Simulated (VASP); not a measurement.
A run of VASP 6.6.1 is set up as follows.

Contents of INCAR:

```
  PREC = Accurate
  ENCUT = 520
  EDIFF = 1E-7
  ISMEAR = 0
  SIGMA = 0.03
  LREAL = False
  LASPH = True
  NELM = 100
  ALGO = Normal
  ISIF = 2
  LWAVE = False
  LCHARG = False
  GGA = PE
```

File KPOINTS:

```
regular mesh
0
Gamma
  8 8 8
```

The input POSCAR:

```
PbSe
1.0
    0.0000000000      3.0606500000      3.0606500000
    3.0606500000      0.0000000000      3.0606500000
    3.0606500000      3.0606500000      0.0000000000
Pb Se
1 1
Direct
    0.0000000000      0.0000000000      0.0000000000
    0.5000000000      0.5000000000      0.5000000000
```

Potentials or basis: VASP PAW PBE potentials, release 64 (Pb_d, Se).

Run with:

```bash
$ cat potpaw_PBE.64/Pb_d/POTCAR potpaw_PBE.64/Se/POTCAR > POTCAR
$ mpirun -np 1 vasp_std > vasp.out
```

Q: Estimate the pressure.

A: 2.4 GPa.

Q: What does it give for the band gap on the k mesh?

A: 0.29 eV, direct.

Caveat: spin-orbit coupling is left out, which as a rule narrows the gap of such compounds by several tenths of an eV.

**What was measured.**

From a printed reference work, monograph, for a bulk crystal of PbSe at 4.2 K: band gap 0.15 eV (direct).

Against the measured gap of PbSe, 0.15 eV (direct; 4.2 K; a printed reference work, monograph), the calculated 0.29 eV is off by +0.14 eV. 2 values of this kind are on record (0.15 to 0.28 eV); this one was drawn at random. Spin-orbit coupling on Pb, Se is left out. The value is that of PBE on a finite k mesh, which can miss the band edges, without temperature or zero-point motion.
